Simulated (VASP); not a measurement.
Crystal: Bi.

```xyz
2
Lattice="2.2675 1.3091 3.9380 -2.2675 1.3091 3.9380 0.0000 -2.6183 3.9380" Properties=species:S:1:pos:R:3 pbc="T T T"
Bi    0.0000    0.0000    9.0495
Bi    0.0000    0.0000    2.7645
```

| Property | Result |
| --- | --- |
| Program | VASP 6.6.1 |
| Task | single point |
| Functional | PBE |
| Potentials or basis | VASP PAW PBE potentials, release 64 (Bi_d) |
| Cutoff | 520 eV |
| k mesh | 7 × 7 × 7 |
| Occupations | fermi-dirac, width 0.05 eV |
| Spin | no spin polarisation |

On this cell: pressure 2.0 GPa; largest force 0.206 eV/Å; band gap on the k mesh 0.27 eV, indirect (least direct gap 0.53 eV).

The same run follows on a disturbed copy (atoms moved at random, drawn with an rms of 0.05 Å):

```
CELL_PARAMETERS angstrom
2.26750 1.30914 3.93800
-2.26750 1.30914 3.93800
0.00000 -2.61828 3.93800
ATOMIC_POSITIONS crystal
Bi 0.77243 0.78624 0.75406
Bi 0.23222 0.23858 0.23225
```

Q: What changes?

A: The energy moves by +11.9 meV/atom; pressure 2.7 GPa; largest force 0.525 eV/Å; band gap on the k mesh 0.24 eV, indirect (least direct gap 0.52 eV).

Forces in eV/Å, atoms in the order of the input:
```
Bi   0.047 -0.196 -0.485
Bi  -0.047  0.196  0.485
```

Stress tensor (GPa, compression positive):
```
 2.20  0.13 -0.23
 0.13  3.28  0.91
-0.23  0.91  2.63
```

Caveats: spin-orbit coupling is left out, which as a rule narrows the gap of such compounds by several tenths of an eV; an odd mesh through Γ misses points on the zone boundary, where band edges often lie.
